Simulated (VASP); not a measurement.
Set up this calculation in VASP 6.6.1, as the native input.

- Task: relaxation of cell and atoms
- Functional: PBEsol
- Dispersion: D3
- Potentials or basis: VASP PAW PBE potentials, release 64 (Hg, Se)
- Cutoff: 600 eV
- k mesh: 8 × 8 × 8
- Occupations: fermi-dirac, width 0.05 eV
- Spin: no spin polarisation
- Further INCAR settings: ALGO = Fast; EDIFF = 1e-07; IBRION = 2; EDIFFG = -0.005; NSW = 60; ISIF = 3

The structure of HgSe lies in POSCAR:

```
HgSe
1.0
    0.0000000000      3.0390000000      3.0390000000
    3.0390000000      0.0000000000      3.0390000000
    3.0390000000      3.0390000000      0.0000000000
Hg Se
1 1
Direct
    0.0000000000      0.0000000000      0.0000000000
    0.7500000000      0.7500000000      0.7500000000
```

One way to write it, as run:

INCAR

```
ALGO = Fast ; EDIFF = 1E-7
EDIFFG = -0.005 ; ENCUT = 600
GGA = PS ; IBRION = 2
ISIF = 3 ; ISMEAR = -1
IVDW = 11 ; LASPH = True
LCHARG = False ; LREAL = False
LWAVE = False ; NELM = 80
NSW = 60 ; PREC = Accurate
SIGMA = 0.05
```

KPOINTS

```
k-points
0
Gamma
  8 8 8
```

Potentials or basis: VASP PAW PBE potentials, release 64 (Hg, Se).

Run with:

```sh
$ cat potpaw_PBE.64/Hg/POTCAR potpaw_PBE.64/Se/POTCAR > POTCAR
$ mpirun -np 1 vasp_std > vasp.out
```

Results of the run:

```
Relaxed volume                         : 27.96 Å³/atom
Relaxed cell                           : a = 4.292 Å, b = 4.292 Å, c = 4.292 Å, α = 60.00°, β = 60.00°, γ = 60.00°
Space group after relaxing (to 0.05 Å) : F-43m (No. 216)
Energy gained by relaxing              : 0.1 meV/atom
Ionic steps                            : 3
Pressure after relaxing                : 0.0 GPa
Band gap on the k mesh                 : none (metal or under the smearing width)
Dispersion energy per atom             : -0.245 eV
```

Caveat: the PAW data sets were made with another functional, which shifts forces and pressure a little; pairwise dispersion overbinds metals, which lowers pressure and volume.

Run time: 26 s on 1 thread of Intel(R) Xeon(R) 6975P-C (Granite Rapids), on a shared host, peak memory 0.23 GiB.
